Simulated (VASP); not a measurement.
# ZnS (Wurtzite-2H): single point with PBEsol

**What was measured.**

From a printed reference work, monograph, for a bulk crystal of ZnS at 4 K: band gap 3.911 eV (direct).

Crystal: ZnS (Wurtzite-2H).

```
Zn S
1.0
     3.81100    0.00000    0.00000
    -1.90550    3.30042    0.00000
     0.00000    0.00000    6.17166
Zn S
2 2
Direct
  0.66667 0.33333 0.50000
  0.33333 0.66667 0.00000
  0.66667 0.33333 0.88500
  0.33333 0.66667 0.38500
```

```json
{
 "Program": "VASP 6.6.1",
 "Task": "single point",
 "Functional": "PBEsol",
 "Potentials or basis": "VASP PAW PBE potentials, release 64 (Zn, S)",
 "Cutoff": "520 eV",
 "k mesh": "7 × 7 × 4",
 "Occupations": "fermi-dirac, width 0.05 eV",
 "Spin": "no spin polarisation",
 "Dipole correction": "no",
 "Further INCAR settings": "ALGO = Normal; EDIFF = 1e-06; NBANDS = 26"
}
```

```yaml
Pressure: -0.4 GPa
Largest_force: 0.269 eV/Å
Band_gap_on_the_k_mesh: 2.14 eV, direct
```

Forces on the atoms (eV/Å):
```
Zn   0.000  0.000  0.269
Zn   0.000  0.000  0.269
S    0.000  0.000 -0.269
S    0.000  0.000 -0.269
```

Stress tensor (GPa, compression positive):
```
-0.20  0.00  0.00
 0.00 -0.20  0.00
 0.00  0.00 -0.89
```

Levels at points of the mesh, in eV from the valence-band top:
| k point | band 15 | band 16 | band 17 | band 18 | band 19 | band 20 | band 21 | band 22 |
| --- | --- | --- | --- | --- | --- | --- | --- | --- |
| (0.00, 0.00, 0.00) | -0.94 | -0.04 | -0.04 | 0.00 | 2.14 | 2.81 | 6.14 | 6.14 |
| (0.00, 0.00, 0.50) | -0.51 | -0.51 | -0.51 | -0.51 | 3.37 | 3.37 | 6.58 | 6.58 |

Wall time 67 s on 1 thread of Intel Xeon 8259CL, on a shared host, peak memory 0.2 GiB.

A measured gap of ZnS is 3.911 eV (direct; 4 K; a printed reference work, monograph); the calculated 2.14 eV misses it by -1.77 eV. The value is that of PBEsol, without temperature or zero-point motion. Semilocal functionals fall short of measured gaps as a rule.

Caveat: the PAW data sets were made with another functional, which shifts forces and pressure a little.
